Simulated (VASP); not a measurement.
# BaS: optical spectrum, part 3 of 3

Aim: the dielectric function of BaS for independent particles, and its static limit with local fields. The cell is of the rock-salt type, one of the forms listed for this formula. The start is a cell from a database of measured crystal structures.

VASP 6.6.1, plane waves and PAW; the level of theory is named at each step.

So far, mean electronic dielectric tensor with local fields: step 4 (static response with local fields) 4.88.

### 5. Spectrum at LDA

This step: LDA; plane waves and PAW (Ba_sv, S) (VASP 6.6.1).

The spectrum is made again with LDA.

INCAR reads:

```
SYSTEM = BaS
PREC = Accurate
ENCUT = 400
EDIFF = 1E-07
NELM = 100
ISMEAR = 0
SIGMA = 0.05
LREAL = .FALSE.
ALGO = Normal
GGA = CA
NBANDS = 40
LWAVE = .FALSE.
LCHARG = .FALSE.
KPAR = 4
LOPTICS = .TRUE.
NEDOS = 2000
CSHIFT = 0.15
```

POSCAR reads:

```
BaS
1.0
    0.0000000000      3.1937500000      3.1937500000
    3.1937500000      0.0000000000      3.1937500000
    3.1937500000      3.1937500000      0.0000000000
Ba S
1 1
Direct
    0.0000000000      0.0000000000      0.0000000000
    0.5000000000      0.5000000000      0.5000000000
```

KPOINTS reads:

```
Automatic mesh
0
Gamma
9 9 9
0 0 0
```

Potentials, in the order of the species: Ba_sv and S (PBE family, release 64).

Launch:

```bash
$ mpirun -np 4 vasp_std
```

What it wrote:

```text
[banner, memory and clock lines left out]
running    4 mpi-ranks, on    1 nodes
 distrk:  each k-point on    1 cores,    4 groups
 distr:  one band on    1 cores,    1 groups

 POSCAR found type information on POSCAR BaS
 POSCAR found :  2 types and       2 ions
|                                                                             |
|               ----> ADVICE to this user running VASP <----                  |
|                                                                             |
|     You enforced a specific xc type in the INCAR file but a different       |
|     [... a line on the potential file left out ...]
|     I HOPE YOU KNOW WHAT YOU ARE DOING!                                     |
|                                                                             |

 LDA part: xc-table for (Slater(with rela. corr.)+CA(PZ))
 , standard interpolation
 POSCAR, INCAR and KPOINTS ok, starting setup
 FFT: planning ... GRIDC
 FFT: planning ... GRID_SOFT
 FFT: planning ... GRID
 WAVECAR not read
 entering main loop
       N       E                     dE             d eps       ncg     rms          rms(c)
DAV:   1     0.620167898322E+02    0.62017E+02   -0.47915E+03  2800   0.284E+02
DAV:   2    -0.935327476583E+01   -0.71370E+02   -0.66965E+02  3568   0.875E+01
DAV:   3    -0.117029610523E+02   -0.23497E+01   -0.23216E+01  3536   0.135E+01
DAV:   4    -0.117229512025E+02   -0.19990E-01   -0.19985E-01  3376   0.128E+00
DAV:   5    -0.117230759611E+02   -0.12476E-03   -0.12476E-03  3408   0.984E-02    0.436E+00
DAV:   6    -0.112556485786E+02    0.46743E+00   -0.50884E-02  3584   0.180E+00    0.295E+00
DAV:   7    -0.112359630141E+02    0.19686E-01   -0.54327E-02  3648   0.680E-01    0.155E+00
DAV:   8    -0.112325140293E+02    0.34490E-02   -0.71854E-03  3688   0.241E-01    0.215E-01
DAV:   9    -0.112323111871E+02    0.20284E-03   -0.14895E-04  3544   0.758E-02    0.124E-01
DAV:  10    -0.112324098248E+02   -0.98638E-04   -0.75479E-05  3224   0.291E-02    0.292E-02
DAV:  11    -0.112324116896E+02   -0.18647E-05   -0.84392E-06  3592   0.793E-03    0.458E-03
DAV:  12    -0.112324119361E+02   -0.24649E-06   -0.17861E-07  3336   0.183E-03    0.158E-03
DAV:  13    -0.112324119080E+02    0.28053E-07   -0.81121E-08  3360   0.873E-04
   1 F= -.11232412E+02 E0= -.11232412E+02  d E =-.114032E-11
 optical routines
 imaginary and real dielectric function
 recalculating local potential from charge density
 direction            1
 direction            2
 direction            3
```

The job ended after 7.6 s (4 MPI ranks of Intel Xeon 6975P-C (Granite Rapids), shared host; peak memory 0.8 GiB).

Parts of OUTCAR (step 5):

```text
   NELECT =      16.0000    total number of electrons

 E-fermi :   1.4282

 k-point     1 :       0.0000    0.0000    0.0000
  band No.  band energies     occupation
    ...
      4      -9.8475      2.00000
      5      -9.1031      2.00000
      6       1.2135      2.00000
      7       1.2135      2.00000
      8       1.2135      2.00000
      9       4.5286      0.00000
     10       4.9135      0.00000
     11       4.9135      0.00000
     12       4.9135      0.00000
     13       5.9031      0.00000
    ...

  Total       -0.7144499     -0.7144499     -0.7144499      0.0000000      0.0000000     -0.0000000
  in kB      -17.5691051    -17.5691051    -17.5691051      0.0000000      0.0000000     -0.0000000
  external PRESSURE =     -17.5691051 kB  Pullay stress =       0.0000000 kB

 POSITION                                       TOTAL-FORCE (eV/Angst)
 -----------------------------------------------------------------------------------
      0.00000      0.00000      0.00000        -0.000000     -0.000000      0.000000
      3.19375      3.19375      3.19375         0.000000      0.000000     -0.000000
 -----------------------------------------------------------------------------------
    total drift:                               -0.000000      0.000000      0.000000

  FREE ENERGIE OF THE ION-ELECTRON SYSTEM (eV)
  ---------------------------------------------------
  free  energy   TOTEN  =       -11.2324119080 eV

  energy  without entropy=      -11.2324119080  energy(sigma->0) =      -11.23241191

 plasma frequency squared (from intraband transitions) (eV^2)
  --------------------------------------------------------------------------------------
       0.000      -0.000       0.000
      -0.000       0.000      -0.000
       0.000      -0.000       0.000

[... 8 parts as in an earlier step ...]

[... 8 further parts left out ...]
```

The PAW data sets were made with PBE, though LDA sets exist; this is a small mismatch.

This step gave:

```
free energy (TOTEN)            : -11.23 eV
Fermi energy                   : 1.428 eV
pressure                       : -1.757 GPa
gap on the k-mesh              : 1.936 eV
least direct gap on the k-mesh : 2.081 eV
```

Absorption under the direct gap is the tail of the CSHIFT broadening, and fine structure depends on the mesh. Table of imaginary dielectric function, xx by photon energy; read off at these points:

```csv
photon energy (eV),"imaginary dielectric function, xx"
0.0,0
1.0,0.0781
2.0,0.782
3.0,2.55
4.0,3.53
5.0,5.70
6.0,7.71
7.0,5.50
8.0,3.60
9.0,1.78
10.0,1.16
11.0,1.39
12.0,0.933
13.0,1.16
14.0,1.80
15.0,1.77
16.0,1.78
17.0,2.19
17.3,2.84
18.0,1.99
19.0,1.12
20.0,0.840
21.0,0.546
22.0,0.391
23.0,0.296
24.0,0.236
```

Real dielectric function, xx against photon energy:

```csv
photon energy (eV),"real dielectric function, xx"
0,5.66
1,5.89
2,7.03
3,6.75
4,6.19
5,5.85
6,2.90
7,-0.122
8,-1.28
9,-0.285
10,0.305
11,0.520
12,0.678
13,1.50
14,1.10
15,0.742
16,1.05
17,0.840
18,-0.457
19,-0.774
20,-0.377
21,-0.361
22,-0.0562
23,8.3e-6
24,0.156
```

### 6. Spectrum at PBE+SOC

This step: PBE, spin-orbit coupling; plane waves and PAW (Ba_sv, S) (VASP 6.6.1).

The spectrum is made again with PBE and spin-orbit coupling, on a coarser mesh.

Changes to INCAR since step 5:

```diff
@@ -9,4 +9,9 @@
 ALGO = Normal
-GGA = CA
-NBANDS = 40
+GGA = PE
+LNONCOLLINEAR = .TRUE.
+MAGMOM = 0 0 0 0 0 0
+NBANDS = 80
+GGA_COMPAT = .FALSE.
+LASPH = .TRUE.
+LSORBIT = .TRUE.
 LWAVE = .FALSE.
```

POSCAR is that of step 5.

KPOINTS reads:

```
Automatic mesh
0
Gamma
7 7 7
0 0 0
```

Launch:

```bash
$ mpirun -np 4 vasp_ncl
```

What it wrote:

```text
[... set-up lines as in an earlier step ...]
 entering main loop
       N       E                     dE             d eps       ncg     rms          rms(c)
DAV:   1     0.742991775550E+02    0.74299E+02   -0.45730E+03  3200   0.281E+02
DAV:   2    -0.758679371056E+01   -0.81886E+02   -0.77194E+02  4136   0.920E+01
DAV:   3    -0.108091822883E+02   -0.32224E+01   -0.31431E+01  4344   0.159E+01
DAV:   4    -0.108610571277E+02   -0.51875E-01   -0.51814E-01  4000   0.176E+00
DAV:   5    -0.108614867690E+02   -0.42964E-03   -0.42962E-03  3808   0.159E-01    0.480E+00
DAV:   6    -0.103645083019E+02    0.49698E+00   -0.57480E-02  3920   0.200E+00    0.358E+00
DAV:   7    -0.103641324505E+02    0.37585E-03   -0.10083E-01  4088   0.944E-01    0.192E+00
DAV:   8    -0.103762778127E+02   -0.12145E-01   -0.83640E-03  3608   0.327E-01    0.365E-01
DAV:   9    -0.103785565629E+02   -0.22788E-02   -0.16986E-03  3792   0.155E-01    0.259E-01
DAV:  10    -0.103787899393E+02   -0.23338E-03   -0.10956E-04  3992   0.307E-02    0.139E-01
DAV:  11    -0.103792383089E+02   -0.44837E-03   -0.17157E-04  3584   0.383E-02    0.506E-02
DAV:  12    -0.103792798535E+02   -0.41545E-04   -0.33049E-05  3864   0.190E-02    0.532E-03
DAV:  13    -0.103792820245E+02   -0.21711E-05   -0.19165E-06  3752   0.440E-03    0.654E-03
DAV:  14    -0.103792820133E+02    0.11253E-07   -0.20979E-07  3824   0.180E-03
   1 F= -.10379282E+02 E0= -.10379282E+02  d E =-.892596E-13  mag=     0.0000     0.0000    -0.0000
 optical routines
 imaginary and real dielectric function
 recalculating local potential from charge density
 direction            1
 direction            2
 direction            3
```

The job ended after 24 s (4 MPI ranks; peak memory 1.5 GiB; 92 s of CPU time).

Parts of OUTCAR (step 6):

```text
   k-points           NKPTS =     20   k-points in BZ     NKDIM =     20   number of bands    NBANDS=     80

   NELECT =      16.0000    total number of electrons

 E-fermi :   1.7330

 k-point     1 :       0.0000    0.0000    0.0000
  band No.  band energies     occupation
    ...
     12       1.3588      1.00000
     13       1.5021      1.00000
     14       1.5021      1.00000
     15       1.5021      1.00000
     16       1.5021      1.00000
     17       5.0501      0.00000
     18       5.0501      0.00000
     19       5.2948      0.00000
     20       5.2948      0.00000
     21       5.2948      0.00000
    ...

  Total        0.5753863      0.5753863      0.5753863      0.0000000     -0.0000000      0.0000000
  in kB       14.1493790     14.1493790     14.1493790      0.0000000     -0.0000000      0.0000000
  external PRESSURE =      14.1493790 kB  Pullay stress =       0.0000000 kB

 POSITION                                       TOTAL-FORCE (eV/Angst)
 -----------------------------------------------------------------------------------
      0.00000      0.00000      0.00000        -0.000000      0.000000     -0.000000
      3.19375      3.19375      3.19375         0.000000     -0.000000      0.000000
 -----------------------------------------------------------------------------------
    total drift:                                0.000000      0.000000      0.000000

  FREE ENERGIE OF THE ION-ELECTRON SYSTEM (eV)
  ---------------------------------------------------
  free  energy   TOTEN  =       -10.3792820133 eV

  energy  without entropy=      -10.3792820133  energy(sigma->0) =      -10.37928201

 plasma frequency squared (from intraband transitions) (eV^2)
  --------------------------------------------------------------------------------------
       0.000       0.000      -0.000
       0.000       0.000       0.000
      -0.000       0.000       0.000

 Spin-Orbit-Coupling matrix elements
 Ion:    1  E_soc:     -0.3889625
 Ion:    2  E_soc:     -0.0023872

[... 6 parts as in an earlier step ...]

[... 9 further parts left out ...]
```

LASPH is switched on together with spin-orbit coupling, so the change from the scalar run holds both.

Numbers from this step:

- free energy (TOTEN): -10.38 eV
- Fermi energy: 1.733 eV
- pressure: 1.415 GPa
- gap on the k-mesh: 2.115 eV
- least direct gap on the k-mesh: 2.226 eV

On-site spin-orbit energy by atom:

```csv
atom,on-site spin-orbit energy (eV)
Ba1,-0.389
S2,-0.002
```

Absorption under the direct gap is the tail of the CSHIFT broadening, and fine structure depends on the mesh. The imaginary dielectric function, xx by photon energy; read off at these points:

photon energy (eV), imaginary dielectric function, xx and a bar:
```
      0.0       0.00 
      1.0       0.06 
      2.0       0.41 #
      3.0       2.34 ########
      4.0       2.73 ##########
      4.9       5.75 ####################
      5.0       5.49 ###################
      6.0       7.84 ############################
      6.1       8.53 ##############################
      7.0       6.90 ########################
      8.0       3.94 ##############
      8.7       2.76 ##########
      9.0       1.85 #######
     10.0       1.60 ######
     11.0       1.24 ####
     12.0       1.19 ####
     13.0       1.09 ####
     14.0       1.92 #######
     15.0       1.47 #####
     16.0       1.79 ######
     17.0       2.17 ########
     18.0       2.16 ########
     19.0       1.53 #####
     20.0       0.99 ###
     21.0       0.58 ##
     22.0       0.46 ##
     23.0       0.27 #
     24.0       0.29 #
```

Table of real dielectric function, xx by photon energy:

photon energy (eV), real dielectric function, xx and a bar from the least value:
```
        0       5.35 #########################
        1       5.54 ##########################
        2       6.46 #############################
        3       6.65 ##############################
        4       6.38 #############################
        5       4.95 ########################
        6       4.42 ######################
        7       0.10 ######
        8      -1.65 
        9      -0.91 ###
       10       0.21 #######
       11       0.34 #######
       12       0.90 #########
       13       1.17 ##########
       14       1.06 ##########
       15       0.59 ########
       16       0.81 #########
       17       0.36 #######
       18      -0.23 #####
       19      -0.35 #####
       20      -0.52 ####
       21      -0.27 #####
       22      -0.08 ######
       23       0.04 ######
       24       0.21 #######
```

### 7. Results

```
PBE, independent particles                          : eps xx at zero frequency 5.32, centre of weight of eps2 xx, over the range kept, at 9.78 eV, mesh 9×9×9
LDA, independent particles                          : eps xx at zero frequency 5.66, centre of weight of eps2 xx, over the range kept, at 9.52 eV, mesh 9×9×9
PBE with spin-orbit coupling, independent particles : eps xx at zero frequency 5.35, centre of weight of eps2 xx, over the range kept, at 9.76 eV, mesh 7×7×7
PBE, with local fields                              : eps 4.88, 4.88, 4.88
```

In words: Local fields, and the bands above those summed, take the mean static value from 5.32 to 4.88. Excitons and quasiparticle shifts are absent, so the onset can't be set against measurement and its shape can differ.

[Lines on the potential files, build, host, timing and source positions are cut from VASP's logs without a mark.]

[Logs are printed without paths, hosts, clocks, repeated set-up lines and the standing remarks that a program may print on its own settings, such as how far it seeks lower states.]

[Hosts, paths, dates, database ids (printed as entryN), source tags and the programs' standing remarks are cut or masked in the printed files.]
